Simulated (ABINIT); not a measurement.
# Bi: equation of state with RPBE+D3

Bi:

```xyz
1
Lattice="-1.9814 1.9814 1.9814 1.9814 -1.9814 1.9814 1.9814 1.9814 -1.9814" Properties=species:S:1:pos:R:3 pbc="T T T"
Bi    0.0000    0.0000    0.0000
```

This isn't the form of Bi at room conditions, which is rhombohedral.

| Quantity | Value |
| --- | --- |
| Program | ABINIT 10.8.3 (patched build) |
| Task | equation of state |
| Functional | RPBE |
| Dispersion | D3 |
| Potentials or basis | JTH PAW PBE v2.0 |
| Cutoff | 599 eV |
| k mesh | 9 × 9 × 9 |
| Occupations | fermi-dirac, width 0.05 eV |
| Spin | no spin polarisation |
| Dispersion computed by | simple-dftd3 1.7.0 |
| Fine-grid cutoff | 1197.3 eV |
| Exchange and correlation inside the PAW spheres | full angular mesh (pawxcdev 0, this build's default; the released program takes 1) |

```yaml
Equilibrium_volume: 31.92 Å³/atom
Bulk_modulus: 48 GPa
Pressure_derivative_of_the_bulk_modulus: "3.3 (rough: it moves with the points fitted)"
```

Energy against volume, from the lowest point:
```tsv
volume (Å³/atom)	energy (meV/atom)
29.250	38.08
29.872	21.51
30.495	10.19
31.117	3.19
31.739	0.00
32.362	0.80
32.984	5.12
```

It took 2.2 min on 1 thread of Intel(R) Xeon(R) Processor @ 2.70GHz (shared host), peak memory 0.11 GiB.

Caveat: pressures at fixed basis lie under the slope of the energies; the log and the count of SCF iterations are those of the last ABINIT call alone; the PAW data sets were made with another functional, which shifts forces and pressure a little.
